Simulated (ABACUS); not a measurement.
Crystal: Au.

```
CELL_PARAMETERS angstrom
0.00000 2.03500 2.03500
2.03500 0.00000 2.03500
2.03500 2.03500 0.00000
ATOMIC_POSITIONS crystal
Au 0.00000 0.00000 0.00000
```

Base run:

```yaml
Program: ABACUS 3.10.1
Functional: PBEsol
Potentials_or_basis: PseudoDojo NC SR 0.4.1 PBE standard
Cutoff: 1034 eV
Density_cutoff: 4136 eV
Basis: plane waves
k_mesh: 9 × 9 × 9
Occupations: fermi-dirac, width 0.05 eV
Spin: no spin polarisation
```

Its results: band gap on the k mesh none (metal or under the smearing width); pressure 1.5 GPa.

The run is repeated on the same cell with these changes: functional from PBEsol to HLE16; potentials or basis from PseudoDojo NC SR 0.4.1 PBE standard to PseudoDojo NC SR 0.5 PBE stringent. What comes out?

Band gap on the k mesh none (metal or under the smearing width); pressure -15.4 GPa.

Caveats: the potentials were made for another functional, which shifts forces and pressure; the potentials were made for a functional far from this one (some runs); so large a pressure means that the cell lies far from this level's equilibrium, or that cutoff or potentials fall short (some runs).
